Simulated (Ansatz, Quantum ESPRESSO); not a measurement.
# Ir and the pressure, program beside program

The cell as given:

```xyz
1
Lattice="0.0000 1.9156 1.9156 1.9156 0.0000 1.9156 1.9156 1.9156 0.0000" Properties=species:S:1:pos:R:3 pbc="T T T"
Ir    0.0000    0.0000    0.0000
```

Kept alike: task relaxation of cell and atoms; functional PBEsol; k mesh 12 × 12 × 12; occupations fermi-dirac, width 0.05 eV; no spin polarisation. The mesh is that of the run's cell of 1 atom. No spin-orbit coupling.

- A: Ansatz, all-electron LAPW, scalar-relativistic
- B: Quantum ESPRESSO, SSSP 1.3 efficiency PBE, made for PBE, cutoff 857 eV

| pressure (GPa) | A: volume (Å³/atom) | B: volume (Å³/atom) |
| --- | --- | --- |
| 0 | 14.033 | 14.037 |
| 5 | 13.858 | 13.865 |
| 10 | 13.696 | 13.704 |
| 20 | 13.401 | 13.414 |
| 30 | ? | 13.155 |

Values on potentials made for another functional: all of B. Values hold for each row's relaxed cell, which stops near the pressure aimed at. The runs follow the start's structure, whether or not it is the stable one at these pressures.

Question: Estimate the value left open.

Answer: In the median of the other rows A lies -0.008 Å³/atom from the other column, which points to 13.147; the run gave 13.140 Å³/atom, -0.007 from it.
